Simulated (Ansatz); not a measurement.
# BeTe (F-43m) in Ansatz: a series of runs

The runs below take BeTe through relaxation of cell and atoms, with revPBE, BLYP.

Program: Ansatz 0.2.0. These are calculated values, not measurements. Logs are shortened: lines on timing, memory, paths and dates and some standing lists are left out, and cuts for length are marked.

### 1 Starting point

The structure is cubic, space group F-43m (No. 216). Conventional cell: a = 5.540 Å, b = 5.540 Å, c = 5.540 Å, α = 90.00°, β = 90.00°, γ = 90.00°. Te (site symmetry -43m) has 4 Be at 2.40 Å as nearest neighbours. Be (site symmetry -43m) is surrounded by 4 Te at 2.40 Å.

### 2 Relaxation of cell and atoms, revPBE

The input, input.yaml:

```yaml
crystal:
  lattice:
    - [0.0, 2.77, 2.77]
    - [2.77, 0.0, 2.77]
    - [2.77, 2.77, 0.0]
  atoms:
    - { symbol: Te, position: [0.75, 0.75, 0.75] }
    - { symbol: Be, position: [0.0, 0.0, 0.0] }
hamiltonian:
  xc: revpbe
  pseudopotentials: { kind: paw }
kpoints:
  mp_grid: { grid: [8, 8, 8] }
scf:
  occupations: { method: fermi_dirac, width: 0.05 }
output:
  forces: true
  stress: true
  write_density: true
  write_potential: true
  elf: true
  volumetric_format: npy
relax:
  f_tol: 0.01
  max_steps: 40
  cell: { stress_tol: 0.05 }
```

Potentials or basis: Ansatz PAW.

On the command line:

```
> ansatz run input.yaml --threads 2 --pin off --max-ram 5632MiB --backend cpu --events-out ev --progress --plain --runs-dir out
```

The log of the run:

```text
Warning: RAYON_NUM_THREADS=2 ignored (pool sized by the plan → 2); use --threads N
Engine: ansatz 0.2.0, x86_64-unknown-linux-gnu
Pseudopotentials: kind: paw
Pseudopotential: Te, paw, valence charge 16, recommended cutoff 420 eV (normal), Te.paw.azcp
Pseudopotential: Be, paw, valence charge 2, recommended cutoff 420 eV (normal), Be.paw.azcp
Functional definition: revPBE
  parameter kappa = 1.245
  parameter beta = 0.06672455060314922
  exchange = pbe_x(kappa = kappa, mu = beta*pi^2/3)
  correlation = pbe_c(beta = beta)
Crystal: 2 atoms, lattice volume = 42.508 Å³
Basis set: ecut = 420 eV, 869 PW (Γ), exchange–correlation on 54×54×54 points (8 copies of the dense FFT grid, shifted against one another)
Bands: 13, of which v1, the nominal top of the filled ones, is band 9 counted from 1 (8 counted from 0)
Symmetry: 24 space group operations
Space group: F-43m (ITA 216), of the structure as read, at distance tolerance 3.5e-5 Å
k-points: 29 of 512 (time reversal used)
Non-local potential: Te, projectors of the file, l = 0: 2, l = 1: 2, l = 2: 2, l = 3: 2
Non-local potential: Be, projectors of the file, l = 0: 2, l = 1: 2, l = 2: 1
PAW form: soft (Blöchl's): semilocal exchange-correlation on the pseudo side does not see the compensation charge
PAW frozen core: Te, regenerated for the run's functional, and the local potential with it (the file was generated under x = pbe(κ = 0.804, μ = 0.2195149727645171), c = pbe(β = 0.06672455060314922))
PAW frozen core: Be, regenerated for the run's functional, and the local potential with it (the file was generated under x = pbe(κ = 0.804, μ = 0.2195149727645171), c = pbe(β = 0.06672455060314922))
PAW one-centre angular grid: Te, 590 points (default); XC on 64 Gauss nodes
PAW one-centre angular grid: Be, 110 points (default); XC on 64 Gauss nodes
Initial density: superposition of atomic densities (neutral atoms: chi_scale 0, normalization atom), corrected by the library's trained network
Initial wavefunctions: pseudopotential atomic-orbital guess
Functional: x = revpbe(κ = 1.245, μ = 0.2195149727645171), c = pbe(β = 0.06672455060314922)
SCF iter   1: F=—  HF=-7080.386100 eV  |F-HF|=—  |Δ(HF+E_count)|=         —  Δρ=1.43e-3  dr2=7.80e-4  ethr=1.77e-3  ⟨swp⟩=6.2  Hψ=2368  notcnv=0
preconditioner: auto → none  [insulator: Δε(μ)=1.921 eV  Ē_g=10.598 eV  σ=0.050 eV  W_gap=1.00  n_scr=14 (ndim 8)  ℏωp=16.1 eV  f_vac=0.007  D(μ)=0.00/eV (n_scr^D=0)  ε∞_Penn≈3.3]
SCF iter   2: F=—  HF=-7080.386023 eV  |F-HF|=—  |Δ(HF+E_count)|=   7.76e-5  Δρ=7.22e-4  dr2=2.71e-4  ethr=4.33e-6  ⟨swp⟩=2.2  Hψ=890  notcnv=0
SCF iter   3: F=—  HF=-7080.385975 eV  |F-HF|=—  |Δ(HF+E_count)|=   4.79e-5  Δρ=3.86e-4  dr2=4.14e-5  ethr=1.50e-6  ⟨swp⟩=2.6  Hψ=650  notcnv=0
SCF iter   4: F=—  HF=-7080.386058 eV  |F-HF|=—  |Δ(HF+E_count)|=   8.37e-5  Δρ=1.21e-4  dr2=9.74e-6  ethr=2.30e-7  ⟨swp⟩=2.0  Hψ=638  notcnv=0
SCF iter   5: F=—  HF=-7080.386054 eV  |F-HF|=—  |Δ(HF+E_count)|=   3.91e-6  Δρ=4.59e-5  dr2=1.43e-6  ethr=5.41e-8  ⟨swp⟩=2.4  Hψ=639  notcnv=0
SCF iter   6: F=-7080.386054 eV  HF=-7080.386054 eV  |F-HF|=6.68e-8  |Δ(HF+E_count)|=   6.08e-7  Δρ=9.94e-6  dr2=6.00e-8  ethr=5.56e-10  ⟨swp⟩=7.0  Hψ=2373  notcnv=0
SCF 1 converged in 6 iterations: F = -7080.386054 eV  dr2 = 6.00e-8
relax step   1: F+E_penalty+E_count = -7080.38605376 eV  Δ(F+E_penalty+E_count) = +0.000e0 eV  max|allowed force component| = 1.180e-16 eV/Å  Δτ_max = 0.0000 Å  P = +5.603 GPa  Ω = 42.508 Å³  (6 SCF iters, dr2 threshold 1.00e-7 eV, accepted)
Crystal: 2 atoms, lattice volume = 47.532 Å³
Basis set: ecut = 420 eV, 941 PW (Γ), exchange–correlation on 54×54×54 points (8 copies of the dense FFT grid, shifted against one another)
Initial density: handed on by an earlier stage of this run
Initial wavefunctions: those handed on with the density
iter 1 solved again at ethr=2.85e-4 eV; its pass at ethr=3.10e-3 eV (dr2=5.13e-2 eV) is discarded
SCF iter   1: F=—  HF=-7080.457978 eV  |F-HF|=—  |Δ(HF+E_count)|=         —  Δρ=7.37e-3  dr2=5.23e-2  ethr=2.85e-4  ⟨swp⟩=1.0  Hψ=2915  notcnv=0
preconditioner: auto → none  [insulator: Δε(μ)=2.303 eV  Ē_g=10.076 eV  σ=0.050 eV  W_gap=1.00  n_scr=14 (ndim 8)  ℏωp=15.2 eV  f_vac=0.034  D(μ)=0.00/eV (n_scr^D=0)  ε∞_Penn≈3.3]
SCF iter   2: F=—  HF=-7080.443973 eV  |F-HF|=—  |Δ(HF+E_count)|=   1.40e-2  Δρ=1.70e-3  dr2=2.94e-3  ethr=2.85e-4  ⟨swp⟩=2.1  Hψ=580  notcnv=0
SCF iter   3: F=—  HF=-7080.444144 eV  |F-HF|=—  |Δ(HF+E_count)|=   1.71e-4  Δρ=6.34e-4  dr2=3.18e-4  ethr=1.63e-5  ⟨swp⟩=2.0  Hψ=504  notcnv=0
SCF iter   4: F=—  HF=-7080.444377 eV  |F-HF|=—  |Δ(HF+E_count)|=   2.32e-4  Δρ=1.72e-4  dr2=1.74e-5  ethr=1.77e-6  ⟨swp⟩=2.0  Hψ=478  notcnv=0
SCF iter   5: F=—  HF=-7080.444442 eV  |F-HF|=—  |Δ(HF+E_count)|=   6.51e-5  Δρ=2.66e-5  dr2=2.63e-7  ethr=9.68e-8  ⟨swp⟩=2.0  Hψ=493  notcnv=0
SCF iter   6: F=-7080.444443 eV  HF=-7080.444443 eV  |F-HF|=7.24e-9  |Δ(HF+E_count)|=   1.35e-6  Δρ=1.71e-6  dr2=9.01e-10  ethr=1.11e-9  ⟨swp⟩=9.6  Hψ=2140  notcnv=0
SCF 2 converged in 6 iterations: F = -7080.444443 eV  dr2 = 9.01e-10
relax step   2: F+E_penalty+E_count = -7080.44444303 eV  Δ(F+E_penalty+E_count) = -5.839e-2 eV  max|allowed force component| = 9.714e-17 eV/Å  Δτ_max = 0.0000 Å  P = -1.215 GPa  Ω = 47.532 Å³  energy of the carried Pulay correction = -7.518e-4 eV  (6 SCF iters, dr2 threshold 2.00e-7 eV, accepted)
Crystal: 2 atoms, lattice volume = 46.551 Å³
iter 1 solved again at ethr=8.65e-6 eV; its pass at ethr=3.10e-3 eV (dr2=1.56e-3 eV) is discarded
SCF iter   1: F=—  HF=-7080.449247 eV  |F-HF|=—  |Δ(HF+E_count)|=         —  Δρ=1.29e-3  dr2=1.53e-3  ethr=8.65e-6  ⟨swp⟩=2.0  Hψ=2793  notcnv=0
preconditioner: auto → none  [insulator: Δε(μ)=2.144 eV  Ē_g=10.110 eV  σ=0.050 eV  W_gap=1.00  n_scr=14 (ndim 8)  ℏωp=15.4 eV  f_vac=0.013  D(μ)=0.00/eV (n_scr^D=0)  ε∞_Penn≈3.3]
SCF iter   2: F=—  HF=-7080.448804 eV  |F-HF|=—  |Δ(HF+E_count)|=   4.44e-4  Δρ=2.92e-4  dr2=8.16e-5  ethr=8.53e-6  ⟨swp⟩=2.0  Hψ=456  notcnv=0
SCF iter   3: F=—  HF=-7080.448835 eV  |F-HF|=—  |Δ(HF+E_count)|=   3.11e-5  Δρ=1.07e-4  dr2=8.37e-6  ethr=4.53e-7  ⟨swp⟩=2.0  Hψ=493  notcnv=0
SCF iter   4: F=—  HF=-7080.448839 eV  |F-HF|=—  |Δ(HF+E_count)|=   4.59e-6  Δρ=2.91e-5  dr2=4.76e-7  ethr=4.65e-8  ⟨swp⟩=2.0  Hψ=471  notcnv=0
SCF iter   5: F=-7080.448840 eV  HF=-7080.448840 eV  |F-HF|=2.63e-8  |Δ(HF+E_count)|=   8.00e-7  Δρ=4.55e-6  dr2=7.53e-9  ethr=1.11e-9  ⟨swp⟩=9.1  Hψ=2113  notcnv=0
SCF 3 converged in 5 iterations: F = -7080.448840 eV  dr2 = 7.53e-9
relax step   3: F+E_penalty+E_count = -7080.44884020 eV  Δ(F+E_penalty+E_count) = -4.397e-3 eV  max|allowed force component| = 7.401e-17 eV/Å  Δτ_max = 0.0000 Å  P = -0.158 GPa  Ω = 46.551 Å³  energy of the carried Pulay correction = -6.117e-4 eV  (5 SCF iters, dr2 threshold 2.00e-7 eV, accepted)
Crystal: 2 atoms, lattice volume = 46.409 Å³
Basis set: ecut = 420 eV, 893 PW (Γ), exchange–correlation on 54×54×54 points (8 copies of the dense FFT grid, shifted against one another)
iter 1 solved again at ethr=1.92e-7 eV; its pass at ethr=3.10e-3 eV (dr2=3.45e-5 eV) is discarded
SCF iter   1: F=—  HF=-7080.448904 eV  |F-HF|=—  |Δ(HF+E_count)|=         —  Δρ=1.93e-4  dr2=3.45e-5  ethr=1.92e-7  ⟨swp⟩=2.0  Hψ=2707  notcnv=0
preconditioner: auto → none  [insulator: Δε(μ)=2.148 eV  Ē_g=10.134 eV  σ=0.050 eV  W_gap=1.00  n_scr=14 (ndim 8)  ℏωp=15.4 eV  f_vac=0.014  D(μ)=0.00/eV (n_scr^D=0)  ε∞_Penn≈3.3]
SCF iter   2: F=—  HF=-7080.448929 eV  |F-HF|=—  |Δ(HF+E_count)|=   2.48e-5  Δρ=4.45e-5  dr2=1.91e-6  ethr=1.92e-7  ⟨swp⟩=2.0  Hψ=461  notcnv=0
SCF iter   3: F=—  HF=-7080.448929 eV  |F-HF|=—  |Δ(HF+E_count)|=   7.26e-8  Δρ=1.68e-5  dr2=2.11e-7  ethr=1.06e-8  ⟨swp⟩=2.0  Hψ=493  notcnv=0
SCF iter   4: F=-7080.448929 eV  HF=-7080.448929 eV  |F-HF|=2.01e-8  |Δ(HF+E_count)|=   1.47e-7  Δρ=4.71e-6  dr2=1.26e-8  ethr=3.45e-10  ⟨swp⟩=8.9  Hψ=1990  notcnv=0
SCF 4 converged in 4 iterations: F = -7080.448929 eV  dr2 = 1.26e-8
relax step   4: F+E_penalty+E_count = -7080.44892903 eV  Δ(F+E_penalty+E_count) = -8.884e-5 eV  max|allowed force component| = 7.358e-17 eV/Å  Δτ_max = 0.0000 Å  P = +0.006 GPa  Ω = 46.409 Å³  energy of the carried Pulay correction = -5.911e-4 eV  (4 SCF iters, dr2 threshold 6.21e-8 eV, accepted)
Initial wavefunctions: pseudopotential atomic-orbital guess (no wavefunctions were taken with the density)
iter 1 solved again at ethr=9.62e-7 eV; its pass at ethr=3.10e-3 eV (dr2=1.73e-4 eV) is discarded
SCF iter   1: F=—  HF=-7080.447951 eV  |F-HF|=—  |Δ(HF+E_count)|=         —  Δρ=3.85e-4  dr2=1.89e-6  ethr=9.62e-7  ⟨swp⟩=2.4  Hψ=3334  notcnv=0
preconditioner: auto → none  [insulator: Δε(μ)=2.152 eV  Ē_g=10.136 eV  σ=0.050 eV  W_gap=1.00  n_scr=14 (ndim 8)  ℏωp=15.4 eV  f_vac=0.015  D(μ)=0.00/eV (n_scr^D=0)  ε∞_Penn≈3.3]
SCF iter   2: F=—  HF=-7080.449171 eV  |F-HF|=—  |Δ(HF+E_count)|=   1.22e-3  Δρ=1.92e-4  dr2=4.08e-7  ethr=1.05e-8  ⟨swp⟩=2.2  Hψ=532  notcnv=0
SCF iter   3: F=—  HF=-7080.449557 eV  |F-HF|=—  |Δ(HF+E_count)|=   3.85e-4  Δρ=2.62e-5  dr2=1.22e-8  ethr=2.27e-9  ⟨swp⟩=2.5  Hψ=568  notcnv=0
SCF iter   4: F=—  HF=-7080.449564 eV  |F-HF|=—  |Δ(HF+E_count)|=   7.05e-6  Δρ=2.38e-6  dr2=5.49e-10  ethr=6.78e-11  ⟨swp⟩=2.0  Hψ=493  notcnv=0
SCF iter   5: F=—  HF=-7080.449564 eV  |F-HF|=—  |Δ(HF+E_count)|=   5.23e-8  Δρ=3.25e-7  dr2=3.46e-11  ethr=3.05e-12  ⟨swp⟩=2.0  Hψ=493  notcnv=0
SCF iter   6: F=-7080.449564 eV  HF=-7080.449564 eV  |F-HF|=8.73e-11  |Δ(HF+E_count)|=  4.93e-10  Δρ=1.23e-7  dr2=3.22e-12  ethr=1.00e-12  ⟨swp⟩=6.8  Hψ=1744  notcnv=0
SCF 5 converged in 6 iterations: F = -7080.449564 eV  dr2 = 3.22e-12
relax step   5: F+E_penalty+E_count = -7080.44956368 eV  Δ(F+E_penalty+E_count) = -6.347e-4 eV  max|allowed force component| = 6.014e-17 eV/Å  Δτ_max = 0.0000 Å  P = +0.010 GPa  Ω = 46.409 Å³  stress off target by 9.62e-3 GPa  SCF on the basis re-selected at this cell (its energy is not comparable with the rows above)  (6 SCF iters)
basis re-selected at this cell: Δ(F+E_penalty+E_count) = -6.347e-4 eV, ΔP = +0.004 GPa vs the last step (what re-selecting the basis moved, of the pressure what is left beyond the Pulay correction that the steps carried, after the strain that the cell walked since its last selection, with what the two solves' SCF thresholds leave and, on support functions, any second-order correction that the steps lacked; it is no measure of the basis error at this ecutwfc). This SCF's stress stands 9.62e-3 GPa from its target on what of the cell is left free (relax.cell.stress_tol is 5.00e-2 GPa) and its largest allowed force component is 6.01e-17 eV/Å (relax.f_tol is 1.00e-2 eV/Å): within both
SCF converged after 6 iterations
Free energy (F): -7080.449564 eV
Harris-Foulkes:  -7080.449564 eV  (|F-HF|=8.73e-11)
Internal energy: -7080.449564 eV  (E = F + TS)
E sigma→0 (E₀):  -7080.449564 eV
Fermi energy:    8.046245 eV
--- Per-component energies (eV) ---
  E_band       = -274.054607
  E_kinetic    = 198.628209
  E_local      = -1400.946649  (includes V_loc(G=0)·N_el)
  E_nonlocal   = -306.062147
  E_hartree    = 869.985149
  E_xc         = -143.077446
  E_vxc        = -123.436026  (∫ρ·V_xc dr)
  E_paw        = -4729.633979  (= ΣΔE_a)
  E_vpaw       = -382.208162  (= ΣTr[D̂ρ^β])
  E_aug_tail   = -0.000146  (compensation charges beyond the density's cutoff)
  E_ewald      = -1569.308810
  E_core_change = -0.033744  (= ΣΔE_core)
  E_smearing   = -0.000000  (= −TS)
  E_closure    = -0.000000  (closes the sum)
  Σ components = -7080.449564   (vs F -7080.449564, Δ=0.00e0)
--- Forces (eV/Å), atoms counted from 1 ---
  atom   1  Te     0.00000000     0.00000000     0.00000000
  atom   2  Be    -0.00000000     0.00000000     0.00000000
  max |Σ_I F_I| component: 1.57e-16 eV/Å
--- Stress (GPa, compression-positive) ---
        0.009622       0.000000      -0.000000
        0.000000       0.009622       0.000000
        0.000000       0.000000       0.009622
  P = ⅓ Tr σ = 0.0096 GPa (0.096 kbar)
--- Band table (eV; the first three rows and the last of 29) ---
  k-point 0: bands = ["-29.1925", "-29.1925", "-29.1925", "-29.1819", "-29.1819", "-5.0624", "6.9722", "6.9722", "6.9722", "10.5923", "10.6548", "10.6548", "10.6548"]
  k-point 1: bands = ["-29.1923", "-29.1921", "-29.1921", "-29.1819", "-29.1819", "-4.9230", "5.7157", "6.7547", "6.7547", "10.4935", "10.9798", "10.9798", "11.9257"]
  k-point 2: bands = ["-29.1917", "-29.1913", "-29.1913", "-29.1817", "-29.1817", "-4.5407", "3.7980", "6.3427", "6.3427", "10.2523", "11.4962", "11.4962", "13.8769"]
  k-point 28: bands = ["-29.1907", "-29.1902", "-29.1871", "-29.1825", "-29.1806", "-3.3290", "2.5510", "3.5012", "3.9689", "12.3185", "12.5139", "12.6381", "13.0289"]
--- Relaxed structure (4 steps of the walk, 4 accepted, 1 SCFs on fresh bases) ---
  F+E_penalty+E_count = -7080.44956368 eV   max|allowed force component| = 6.014e-17 eV/Å   (the final SCF, on the basis selected at the relaxed cell)
  cell:  # Å, volume = 46.4088 Å³
    - [3.235561240888699e-33, 2.8522663719243573, 2.8522663719243573]
    - [2.8522663719243573, 5.197279473553501e-33, 2.8522663719243573]
    - [2.8522663719243573, 2.8522663719243573, 9.859544883652966e-33]
  atoms:
    - { symbol: Te, position: [0.75, 0.75, 0.75] }
    - { symbol: Be, position: [2.4103094370189228e-33, -2.8043023257624006e-33, -2.3871333847398948e-33] }
```

Wall time 17 s (2 threads of Intel Xeon at 2.50GHz (Skylake/Cascade Lake), shared host); peak memory 0.36 GiB.

What came out:

| Quantity | Value |
| --- | --- |
| Free energy | -7080.4496 eV |
| Relaxed volume | 23.20 Å³/atom |
| Relaxed cell | a = 4.034 Å, b = 4.034 Å, c = 4.034 Å, α = 60.00°, β = 60.00°, γ = 60.00° |
| Space group after relaxing (to 0.05 Å) | F-43m (No. 216) |
| Energy gained by relaxing | 31.8 meV/atom |
| Ionic steps | 5 |
| Pressure after relaxing | 0.0 GPa |
| Band gap on the k mesh | 2.15 eV, indirect (least direct gap 3.62 eV) |

The path:
```tsv
step	energy change (eV)	largest force (eV/Å)	volume (Å³)
1	0.0000	0.0000	42.51
2	-0.0584	0.0000	47.53
3	-0.0628	0.0000	46.55
4	-0.0629	0.0000	46.41
5	-0.0635	0.0000	46.41
```

Final structure:
```cif
data_structure
_symmetry_space_group_name_H-M 'P 1'
_symmetry_Int_Tables_number 1
_cell_length_a 4.0337
_cell_length_b 4.0337
_cell_length_c 4.0337
_cell_angle_alpha 60.000
_cell_angle_beta 60.000
_cell_angle_gamma 60.000
_cell_volume 46.41
loop_
_atom_site_label
_atom_site_type_symbol
_atom_site_fract_x
_atom_site_fract_y
_atom_site_fract_z
_atom_site_occupancy
Te1 Te 0.75000 0.75000 0.75000 1
Be1 Be 0.00000 0.00000 0.00000 1
```

Levels at points of the mesh, in eV from the valence-band top:
```tsv
k point	band 5	band 6	band 7	band 8	band 9	band 10	band 11	band 12	band 13
(0.00, 0.00, 0.00)	-36.15	-12.03	0.00	0.00	0.00	3.62	3.68	3.68	3.68
(0.00, 0.00, -0.50)	-36.15	-10.79	-5.28	-1.07	-1.07	3.02	4.65	4.65	7.95
(0.00, -0.50, -0.50)	-36.15	-10.33	-4.91	-2.49	-2.49	2.15	2.77	9.56	9.56
```

Caveat: the plane-wave basis is chosen anew once the cell has moved, so the energies of steps on either side of that aren't comparable; spin-orbit coupling is left out, which moves the levels of the heavy elements; the PAW data sets come from PBE, with cores solved anew for the run's functional, which leaves a small shift of forces and pressure. revPBE gives volumes clearly too large for solids.

(Part 1 of 2 ends here.)
